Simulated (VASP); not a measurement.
# CO2 (I-42d) in VASP: a series of runs, part 2 of 2

VASP 6.6.1. Earlier steps stand in the parts before.

### 4 Relaxation of cell and atoms, AM05

This run uses another cell than the first one, of 7.71 Å³/atom, 1.239 times its volume.

Input file INCAR:

```
SYSTEM = CO2
PREC = Accurate ; ENCUT = 600
EDIFF = 1E-7 ; ISMEAR = 0
SIGMA = 0.03 ; LREAL = .FALSE.
LASPH = .TRUE. ; NELM = 80
ALGO = Normal ; ISIF = 3
LWAVE = .FALSE. ; LCHARG = .FALSE.
GGA = AM ; IBRION = 2
NSW = 90 ; EDIFFG = -0.005
KPAR = 2
```

Input file KPOINTS:

```
regular mesh
0
G
  12 12 12
  0 0 0
```

Input file POSCAR:

```
CO2                                     
1.0
   -1.9720256525      1.9720256525      2.9729503610
    1.9720256525     -1.9720256525      2.9729503610
    1.9720256525      1.9720256525     -2.9729503610
  C               O             
     2     4
Direct
     0.0000000000000000    0.0000000000000000    0.0000000000000000
     0.7500000000000000    0.2500000000000000    0.5000000000000000
     0.3750000000000000    0.2893672847989302    0.4143672847989302
     0.7106327152010699    0.1250000000000000    0.0856327152010698
     0.8750000000000000    0.9606327152010699    0.5856327152010699
     0.0393672847989302    0.6250000000000000    0.9143672847989301
```

Potentials or basis: VASP PAW PBE potentials, release 64 (C, O).

Launch:

```
$ cat potpaw_PBE.64/C/POTCAR potpaw_PBE.64/O/POTCAR > POTCAR
$ mpirun -np 2 vasp_std > vasp.out
```

OUTCAR:

```text
SYSTEM = CO2
   PREC = Accurate
   ENCUT = 600
   EDIFF = 1E-7
   ISMEAR = 0
   LREAL = .FALSE.
   LASPH = .TRUE.
   NELM = 80
   ISIF = 3
   GGA = AM
   IBRION = 2
   NSW = 90
   EDIFFG = -0.005

 ion  position               nearest neighbor table
   1  0.000  0.000  0.000-   3 1.39   4 1.39   5 1.39   6 1.39
   2  0.750  0.250  0.500-   3 1.39   4 1.39   5 1.39   6 1.39
   3  0.375  0.289  0.414-   1 1.39   2 1.39
   4  0.711  0.125  0.086-   1 1.39   2 1.39
   5  0.875  0.961  0.586-   1 1.39   2 1.39
   6  0.039  0.625  0.914-   1 1.39   2 1.39

  LATTYP: Found a body centered tetragonal cell.
 ALAT       =     3.9440513050
 C/A-ratio  =     1.5075617080

  Lattice vectors:

 A1 = (  -1.9720256525,   1.9720256525,   2.9729503610)
 A2 = (   1.9720256525,  -1.9720256525,   2.9729503610)
[... 429 lines left out ...]
 number of electron      31.9999993 magnetization

 Free energy of the ion-electron system (eV)
  ---------------------------------------------------
  ext. energy  EPLUGINS =         0.00000000
  ---------------------------------------------------
  free energy    TOTEN  =       -45.23676997 eV

  energy without entropy =      -45.23676997  energy(sigma->0) =      -45.23676997

 E-fermi :   2.4793     XC(G=0): -11.2909

 val. band max:        2.3537391075   @ k =   0.5000  -0.0000   0.0000
 cond. band min:       9.9612602753   @ k =   0.0000   0.0000   0.0000
 fundamental gap:      7.6075211678
 Fermi energy:         2.4792539054

 k-point     1 :       0.0000    0.0000    0.0000
  band No.  band energies     occupation
      1     -21.7851      2.00000
      2     -16.5752      2.00000
      3     -16.5752      2.00000
      4     -15.8752      2.00000
      5     -12.3478      2.00000
      6      -7.5005      2.00000
[... 541 lines left out ...]
     19      12.2613      0.00000
     20      12.7464      0.00000

 [... further k-points ...]
[... 5 lines left out ...]
  --------------------------------------------------------------------------------------
  -------------------------------------------------------------------------------------
  Total       -0.0007187     -0.0007187      0.0018691      0.0000000      0.0000000      0.0000000
  in kB       -0.0250047     -0.0250047      0.0650301      0.0000000      0.0000000      0.0000000
  external PRESSURE =       0.0050069 kB  Pullay stress =       0.0000000 kB
[... 21 lines left out ...]
  FREE ENERGIE OF THE ION-ELECTRON SYSTEM (eV)
  ---------------------------------------------------
  free  energy   TOTEN  =       -45.2367699708 eV

  energy  without entropy=      -45.2367699708  energy(sigma->0) =      -45.23676997

 reached required accuracy - stopping structural energy minimisation
```

It took 6.8 min on 2 MPI ranks of Intel Xeon Platinum 8488C (Sapphire Rapids), shared host; peak memory 0.29 GiB.

Results:

* Free energy: -45.2368 eV
* Relaxed volume: 7.68 Å³/atom
* Relaxed cell: a = 4.072 Å, b = 4.072 Å, c = 4.072 Å, α = 122.21°, β = 122.21°, γ = 86.21°
* Space group after relaxing (to 0.05 Å): I-42d (No. 122)
* Energy gained by relaxing: 0.1 meV/atom
* Ionic steps: 7
* Pressure after relaxing: 0.0 GPa
* Band gap on the k mesh: 7.61 eV, indirect (least direct gap 8.08 eV)

The path:
| step | energy change (eV) | largest force (eV/Å) | pressure (GPa) | volume (Å³) |
| --- | --- | --- | --- | --- |
| 1 | 0.0000 | 0.0064 | -0.49 | 46.25 |
| 2 | -0.0001 | 0.0501 | 0.37 | 46.09 |
| 3 | -0.0002 | 0.0335 | 0.04 | 46.15 |
| 4 | -0.0003 | 0.0129 | 0.02 | 46.10 |
| 5 | -0.0003 | 0.0010 | 0.01 | 46.06 |
| 6 | -0.0003 | 0.0008 | 0.01 | 46.06 |
| 7 | -0.0004 | 0.0003 | 0.00 | 46.05 |

Final structure:
```yaml
crystal:
  lattice:
    - [-1.96775, 1.96775, 2.97324]
    - [1.96775, -1.96775, 2.97324]
    - [1.96775, 1.96775, -2.97324]
  atoms:
    - { symbol: C, position: [0.00000, 0.00000, 0.00000] }
    - { symbol: C, position: [0.75000, 0.25000, 0.50000] }
    - { symbol: O, position: [0.37500, 0.29024, 0.41524] }
    - { symbol: O, position: [0.70976, 0.12500, 0.08476] }
    - { symbol: O, position: [0.87500, 0.95976, 0.58476] }
    - { symbol: O, position: [0.04024, 0.62500, 0.91524] }
```

Caveat: the PAW data sets were made with another functional, which shifts forces and pressure a little.

### 5 Relaxation of cell and atoms, RPBE

Input file INCAR:

```
  PREC = Accurate
  ENCUT = 600
  EDIFF = 1E-6
  ISMEAR = 0
  SIGMA = 0.03
  LREAL = F
  LASPH = T
  NELM = 80
  ALGO = Normal
  ISIF = 3
  LWAVE = F
  LCHARG = F
  GGA = RP
  IBRION = 2
  NSW = 90
  EDIFFG = -0.01
  KPAR = 2
```

Input file KPOINTS:

```
Automatic mesh
0
Gamma
  12 12 12
```

Input file POSCAR:

```
CO2
1.0
   -1.7759000000      1.7759000000      2.9592000000
    1.7759000000     -1.7759000000      2.9592000000
    1.7759000000      1.7759000000     -2.9592000000
C O
2 4
Direct
    0.0000000000      0.0000000000      0.0000000000
    0.7500000000      0.2500000000      0.5000000000
    0.3750000000      0.3390000000      0.4640000000
    0.6610000000      0.1250000000      0.0360000000
    0.8750000000      0.9110000000      0.5360000000
    0.0890000000      0.6250000000      0.9640000000
```

Launch:

```
$ cat potpaw_PBE.64/C/POTCAR potpaw_PBE.64/O/POTCAR > POTCAR
$ mpirun -np 2 vasp_std > vasp.out
```

It took 11 min on 2 MPI ranks of Intel Xeon Platinum 8175M at 2.50GHz (Skylake/Cascade Lake), shared host; peak memory 0.24 GiB.

The run converged. Its results:

```yaml
Free_energy: -40.9453 eV
Relaxed_volume: 8.10 Å³/atom
Relaxed_cell: a = 4.143 Å, b = 4.143 Å, c = 4.143 Å, α = 122.05°, β = 122.05°, γ = 86.48°
Space_group_after_relaxing_to_0.05_Å: I-42d (No. 122)
Energy_gained_by_relaxing: 277.7 meV/atom
Ionic_steps: 15
Pressure_after_relaxing: 0.0 GPa
Band_gap_on_the_k_mesh: 7.65 eV, indirect (least direct gap 8.01 eV)
```

The path:
| step | energy change (eV) | largest force (eV/Å) | pressure (GPa) | volume (Å³) |
| --- | --- | --- | --- | --- |
| 1 | 0.0000 | 1.1622 | 46.83 | 37.33 |
| 2 | -0.9825 | 2.3106 | -17.51 | 48.04 |
| 3 | -1.0845 | 2.0812 | -6.39 | 45.06 |
| 4 | -1.4702 | 0.2512 | 4.42 | 46.51 |
| 5 | -1.4735 | 0.0652 | 3.42 | 46.39 |
| 6 | -1.5755 | 0.0214 | -0.10 | 47.73 |
| 7 | -1.6341 | 0.1361 | -5.62 | 50.07 |
| 8 | -1.6294 | 0.5516 | 4.37 | 48.82 |
| 9 | -1.6564 | 0.1835 | -1.02 | 49.48 |
| 10 | -1.6643 | 0.0570 | -0.81 | 49.07 |
| 11 | -1.6657 | 0.0228 | -0.68 | 48.82 |
| 12 | -1.6654 | 0.0817 | 1.17 | 48.46 |
| 13 | -1.6661 | 0.0201 | 0.08 | 48.67 |
| 14 | -1.6663 | 0.0113 | 0.05 | 48.65 |
| 15 | -1.6665 | 0.0011 | -0.01 | 48.61 |

Final structure:
```cif
data_structure
_symmetry_space_group_name_H-M 'P 1'
_symmetry_Int_Tables_number 1
_cell_length_a 4.1426
_cell_length_b 4.1426
_cell_length_c 4.1426
_cell_angle_alpha 122.054
_cell_angle_beta 122.054
_cell_angle_gamma 86.478
_cell_volume 48.61
loop_
_atom_site_label
_atom_site_type_symbol
_atom_site_fract_x
_atom_site_fract_y
_atom_site_fract_z
_atom_site_occupancy
C1 C 0.00000 0.00000 0.00000 1
C2 C 0.75000 0.25000 0.50000 1
O1 O 0.37500 0.28679 0.41179 1
O2 O 0.71321 0.12500 0.08821 1
O3 O 0.87500 0.96321 0.58821 1
O4 O 0.03679 0.62500 0.91179 1
```

Levels at points of the mesh, in eV from the valence-band top:
```
           k point  band 14  band 15  band 16  band 17  band 18  band 19
(0.00, 0.00, 0.00)    -0.87    -0.87    -0.45     7.65     8.70     8.98
(0.50, 0.00, 0.00)    -1.27    -0.40    -0.02     8.04     9.02     9.36
(0.50, 0.50, 0.00)    -0.64    -0.49    -0.49     8.53     8.53     9.70
(0.50, 0.50, 0.50)    -2.77     0.00     0.00     8.81     8.81    10.23
```

Caveat: the volume moved by over 15 % at a fixed basis, so the end points are rough; the PAW data sets were made with another functional, which shifts forces and pressure a little; the volume moved by +30 % from the deposited cell, more than functionals usually miss. RPBE and its kin give volumes clearly too large for solids.
